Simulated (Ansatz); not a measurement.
# Se: eigenvalues along the path

```
CELL_PARAMETERS angstrom
4.36620 0.00000 0.00000
-2.18310 3.78124 0.00000
0.00000 0.00000 4.95360
ATOMIC_POSITIONS crystal
Se 0.22540 0.00000 0.33333
Se 0.00000 0.22540 0.66667
Se 0.77460 0.77460 0.00000
```

Atom numbers follow the list: Se1, Se2, Se3.

The cell is COD entry 9012501, as deposited and not checked against the literature; nothing was relaxed.

The calculation used Ansatz 0.2.0, DFT, PBE, all-electron LAPW, scalar-relativistic.

The runs use a Γ-centred 6×6×5 k mesh, Fermi–Dirac smearing of 0.03 eV, basis error target 1 meV/atom, no spin polarisation.

Path points, in fractions of the reciprocal vectors: Γ (0.000, 0.000, 0.000), M (0.500, 0.000, 0.000), K (0.333, 0.333, 0.000), A (0.000, 0.000, 0.500), L (0.500, 0.000, 0.500), H (0.333, 0.333, 0.500). Levels in eV from the valence-band top; bands 28 to 42, counted from the lowest band of the run. The gap is 1.03 eV, indirect from L (0.5, 0, 0.5) to H (0.333, 0.333, 0.5).

```
# k(1/Å) point b28 b29 b30 b31 b32 b33 b34 b35 b36 b37 b38 b39 b40 b41 b42
0.000 Γ -15.85 -11.74 -11.74 -3.85 -3.85 -3.77 -2.06 -2.06 -0.42 1.88 1.88 2.16 6.16 6.50 6.50
0.104 - -15.83 -11.75 -11.73 -4.05 -3.91 -3.65 -2.05 -1.96 -0.45 1.85 1.88 2.20 6.13 6.49 6.66
0.208 - -15.79 -11.79 -11.73 -4.34 -4.05 -3.59 -2.03 -1.77 -0.53 1.79 1.88 2.31 6.09 6.42 7.04
0.312 - -15.72 -11.86 -11.72 -4.62 -4.22 -3.59 -2.02 -1.64 -0.67 1.81 1.91 2.50 6.12 6.23 7.52
0.415 - -15.63 -11.95 -11.72 -4.85 -4.38 -3.61 -2.06 -1.66 -0.81 1.88 2.00 2.79 5.96 6.28 7.97
0.519 - -15.54 -12.05 -11.71 -5.01 -4.52 -3.62 -2.23 -1.73 -0.90 1.92 2.13 3.19 5.68 6.57 8.41
0.623 - -15.45 -12.14 -11.70 -5.10 -4.63 -3.58 -2.51 -1.77 -0.96 1.93 2.24 3.63 5.46 6.99 8.89
0.727 - -15.39 -12.21 -11.70 -5.14 -4.70 -3.51 -2.78 -1.79 -1.00 1.93 2.30 3.97 5.32 7.44 9.38
0.831 M -15.37 -12.24 -11.69 -5.15 -4.72 -3.46 -2.91 -1.79 -1.01 1.93 2.32 4.10 5.27 7.68 9.72
0.891 - -15.37 -12.23 -11.70 -5.15 -4.73 -3.44 -2.90 -1.81 -1.04 1.96 2.37 4.09 5.30 7.64 9.58
0.951 - -15.36 -12.22 -11.72 -5.14 -4.76 -3.39 -2.90 -1.88 -1.13 2.03 2.49 4.04 5.40 7.53 9.30
1.011 - -15.35 -12.20 -11.76 -5.12 -4.80 -3.32 -2.89 -1.99 -1.25 2.16 2.67 3.98 5.53 7.41 9.00
1.071 - -15.34 -12.17 -11.80 -5.09 -4.85 -3.23 -2.88 -2.12 -1.37 2.33 2.86 3.89 5.68 7.30 8.71
1.131 - -15.32 -12.14 -11.85 -5.07 -4.89 -3.13 -2.87 -2.28 -1.49 2.53 3.04 3.80 5.80 7.27 8.45
1.191 - -15.31 -12.10 -11.91 -5.04 -4.93 -3.02 -2.87 -2.44 -1.57 2.73 3.14 3.73 5.86 7.34 8.19
1.251 - -15.30 -12.06 -11.96 -5.01 -4.97 -2.90 -2.85 -2.60 -1.63 2.91 3.15 3.71 5.88 7.49 7.94
1.311 K -15.30 -12.01 -12.01 -4.99 -4.99 -2.83 -2.83 -2.71 -1.64 3.06 3.06 3.72 5.89 7.70 7.70
1.430 - -15.32 -12.08 -11.92 -5.02 -4.95 -3.06 -2.74 -2.49 -1.59 2.79 3.15 3.65 5.88 7.26 8.28
1.550 - -15.37 -12.09 -11.84 -5.02 -4.90 -3.25 -2.58 -2.22 -1.45 2.51 2.99 3.45 5.82 6.88 8.79
1.670 - -15.46 -12.05 -11.78 -4.98 -4.80 -3.37 -2.38 -1.94 -1.26 2.28 2.65 3.16 5.77 6.62 8.47
1.790 - -15.57 -11.98 -11.75 -4.88 -4.63 -3.44 -2.20 -1.71 -1.03 2.10 2.24 2.86 5.81 6.47 8.09
1.910 - -15.68 -11.89 -11.73 -4.69 -4.40 -3.50 -2.09 -1.60 -0.78 1.91 1.97 2.58 5.91 6.44 7.67
2.030 - -15.77 -11.81 -11.73 -4.41 -4.14 -3.55 -2.05 -1.70 -0.58 1.79 1.89 2.36 6.03 6.46 7.16
2.150 - -15.83 -11.75 -11.73 -4.09 -3.93 -3.63 -2.05 -1.93 -0.46 1.84 1.88 2.21 6.12 6.49 6.70
2.270 Γ -15.85 -11.74 -11.74 -3.85 -3.85 -3.77 -2.06 -2.06 -0.42 1.88 1.88 2.16 6.16 6.50 6.50
2.349 - -15.83 -12.15 -11.32 -3.97 -3.76 -3.74 -2.08 -1.99 -0.45 1.84 1.85 2.12 6.26 6.47 6.67
2.428 - -15.78 -12.56 -10.93 -4.12 -3.73 -3.65 -2.06 -1.89 -0.54 1.75 1.76 2.01 6.54 6.62 6.88
2.508 - -15.68 -12.97 -10.55 -4.29 -3.68 -3.57 -2.02 -1.74 -0.68 1.61 1.64 1.86 6.91 6.92 6.95
2.587 - -15.56 -13.36 -10.21 -4.45 -3.62 -3.51 -1.96 -1.58 -0.85 1.45 1.52 1.69 6.74 7.19 7.33
2.666 - -15.39 -13.73 -9.92 -4.61 -3.55 -3.45 -1.88 -1.42 -1.04 1.32 1.42 1.53 6.54 7.08 7.77
2.746 - -15.19 -14.08 -9.69 -4.75 -3.48 -3.41 -1.79 -1.27 -1.23 1.22 1.34 1.39 6.39 7.05 7.75
2.825 - -14.96 -14.40 -9.54 -4.84 -3.43 -3.39 -1.69 -1.40 -1.17 1.19 1.28 1.29 6.30 7.12 7.48
2.904 A -14.69 -14.69 -9.49 -4.87 -3.40 -3.40 -1.56 -1.56 -1.14 1.21 1.21 1.28 6.27 7.26 7.26
3.008 - -14.68 -14.68 -9.54 -4.90 -3.45 -3.44 -1.57 -1.55 -1.15 1.25 1.31 1.37 6.30 7.11 7.38
3.112 - -14.65 -14.64 -9.65 -4.99 -3.61 -3.56 -1.60 -1.49 -1.17 1.35 1.46 1.72 6.38 6.84 7.68
3.216 - -14.61 -14.57 -9.83 -5.13 -3.83 -3.72 -1.65 -1.36 -1.17 1.49 1.69 2.16 6.54 6.63 7.85
3.320 - -14.55 -14.49 -10.03 -5.33 -4.05 -3.89 -1.73 -1.30 -1.00 1.62 1.97 2.55 6.46 6.83 7.85
3.423 - -14.50 -14.41 -10.23 -5.54 -4.23 -4.04 -1.81 -1.32 -0.70 1.71 2.26 2.80 6.37 7.18 7.98
3.527 - -14.45 -14.33 -10.41 -5.73 -4.35 -4.16 -1.87 -1.35 -0.37 1.73 2.50 2.91 6.31 7.56 8.32
3.631 - -14.41 -14.27 -10.52 -5.86 -4.42 -4.23 -1.92 -1.38 -0.11 1.69 2.66 2.95 6.28 7.84 8.76
3.735 L -14.40 -14.25 -10.56 -5.91 -4.44 -4.25 -1.93 -1.39 0.00 1.65 2.71 2.96 6.26 7.94 8.98
3.795 - -14.40 -14.25 -10.57 -5.90 -4.47 -4.29 -1.88 -1.37 0.00 1.64 2.71 2.95 6.27 7.92 9.01
3.855 - -14.39 -14.25 -10.57 -5.89 -4.53 -4.38 -1.71 -1.32 0.00 1.59 2.70 2.93 6.29 7.88 9.06
3.915 - -14.38 -14.25 -10.58 -5.86 -4.62 -4.51 -1.48 -1.24 -0.01 1.52 2.68 2.90 6.32 7.84 9.08
3.975 - -14.36 -14.25 -10.60 -5.83 -4.73 -4.64 -1.20 -1.16 -0.02 1.42 2.67 2.86 6.38 7.83 8.94
4.035 - -14.34 -14.25 -10.62 -5.80 -4.83 -4.76 -1.09 -0.90 -0.05 1.30 2.66 2.82 6.46 7.85 8.78
4.095 - -14.31 -14.26 -10.63 -5.77 -4.91 -4.86 -1.04 -0.62 -0.09 1.18 2.66 2.79 6.55 7.90 8.66
4.155 - -14.29 -14.27 -10.64 -5.75 -4.96 -4.93 -1.01 -0.38 -0.15 1.08 2.68 2.75 6.63 7.94 8.60
4.215 H -14.28 -14.28 -10.65 -5.75 -4.96 -4.96 -1.00 -0.23 -0.23 1.03 2.71 2.71 6.66 7.96 8.64
4.335 - -14.31 -14.27 -10.62 -5.75 -4.93 -4.85 -1.03 -0.45 -0.27 1.19 2.63 2.81 6.55 7.87 8.46
4.454 - -14.37 -14.29 -10.53 -5.71 -4.79 -4.65 -1.11 -0.71 -0.57 1.42 2.55 2.90 6.37 7.64 8.30
4.574 - -14.43 -14.36 -10.37 -5.60 -4.54 -4.40 -1.22 -0.95 -0.89 1.53 2.45 2.89 6.27 7.32 8.22
4.694 - -14.51 -14.45 -10.16 -5.41 -4.24 -4.14 -1.35 -1.17 -1.11 1.50 2.25 2.71 6.32 6.97 8.21
4.814 - -14.58 -14.54 -9.92 -5.21 -3.93 -3.89 -1.48 -1.37 -1.17 1.41 1.96 2.32 6.50 6.65 8.15
4.934 - -14.64 -14.62 -9.70 -5.02 -3.65 -3.65 -1.56 -1.50 -1.17 1.32 1.62 1.83 6.42 6.76 7.82
5.054 - -14.68 -14.68 -9.55 -4.91 -3.46 -3.46 -1.57 -1.55 -1.15 1.25 1.36 1.39 6.30 7.07 7.42
5.174 A -14.69 -14.69 -9.49 -4.87 -3.40 -3.40 -1.56 -1.56 -1.14 1.21 1.21 1.28 6.27 7.26 7.26
```
